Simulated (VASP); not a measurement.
The system is ZnAu.

```
Au Zn
1.0
     3.14700    0.00000    0.00000
     0.00000    3.14700    0.00000
     0.00000    0.00000    3.14700
Au Zn
1 1
Direct
  0.00000 0.00000 0.00000
  0.50000 0.50000 0.50000
```

Base run:

* Program: VASP 6.6.1
* Functional: PBE
* Potentials or basis: VASP PAW PBE potentials, release 64 (Au, Zn)
* Cutoff: 520 eV
* k mesh: 8 × 8 × 8
* Occupations: fermi-dirac, width 0.05 eV
* Spin: no spin polarisation

Its results: band gap on the k mesh none (metal or under the smearing width); pressure 5.2 GPa.

Q: The run is repeated on the same cell with these changes: functional from PBE to r2SCAN; further incar settings from ALGO = Normal; EDIFF = 1e-07; NBANDS = 18 to ALGO = Normal; EDIFF = 1e-07. What comes out?

A: Band gap on the k mesh none (metal or under the smearing width); pressure 0.8 GPa.

Caveats: the PAW data sets were made with another functional, which shifts forces and pressure a little (some runs).

Not every run made on this cell is shown here.
